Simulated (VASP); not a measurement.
La2O3:

```xyz
5
Lattice="3.9308 0.0000 0.0000 -1.9654 3.4042 0.0000 0.0000 0.0000 6.1120" Properties=species:S:1:pos:R:3 pbc="T T T"
La    0.0000    2.2694    1.5050
La    1.9654    1.1347    4.6070
O     0.0000    0.0000    0.0000
O     0.0000    2.2694    3.9477
O     1.9654    1.1347    2.1643
```

The cell is a database's computed one.

| Quantity | Value |
| --- | --- |
| Program | VASP 6.6.1 |
| Task | single point |
| Functional | PBEsol |
| Potentials or basis | VASP PAW PBE potentials, release 64 (La, O) |
| Cutoff | 900 eV |
| k mesh | 11 × 11 × 7 |
| Occupations | gaussian, width 0.05 eV |
| Spin | no spin polarisation |

On this cell: pressure -3.2 GPa; largest force 0.104 eV/Å; band gap on the k mesh 3.83 eV, indirect (least direct gap 3.93 eV).

The same run follows on a disturbed copy (grid = ENCUT=900 k=11x11x7 ISMEAR=0 SIGMA=0.05 PREC=Accurate EDIFF=1e-08 LREAL=False ADDGRID=False LASPH=True; atoms moved at random, drawn with an rms of 0.1 Å):

```
CELL_PARAMETERS angstrom
3.93078 0.00000 0.00000
-1.96539 3.40415 0.00000
0.00000 0.00000 6.11195
ATOMIC_POSITIONS crystal
La 0.33170 0.65269 0.24651
La 0.68073 0.33734 0.74837
O 0.96794 0.99192 0.00989
O 0.33715 0.67056 0.65062
O 0.67361 0.35424 0.36018
```

**Question.** What does the disturbed cell give?

**Answer.** The energy moves by +13.5 meV/atom; pressure -1.9 GPa; largest force 0.652 eV/Å; band gap on the k mesh 3.73 eV, indirect (least direct gap 3.91 eV).

Forces in eV/Å, atoms in the order of the input:
```
La  -0.156  0.493 -0.136
La  -0.231  0.011  0.413
O    0.197  0.159 -0.087
O    0.044 -0.029 -0.158
O    0.146 -0.635 -0.031
```

Stress tensor (GPa, compression positive):
```
-0.81  0.15 -0.26
 0.15 -3.49 -0.74
-0.26 -0.74 -1.55
```

Caveats: the PAW data sets were made with another functional, which shifts forces and pressure a little; spin-orbit coupling is left out, which moves the levels of the heavy elements; an odd mesh through Γ misses points on the zone boundary, where band edges often lie.
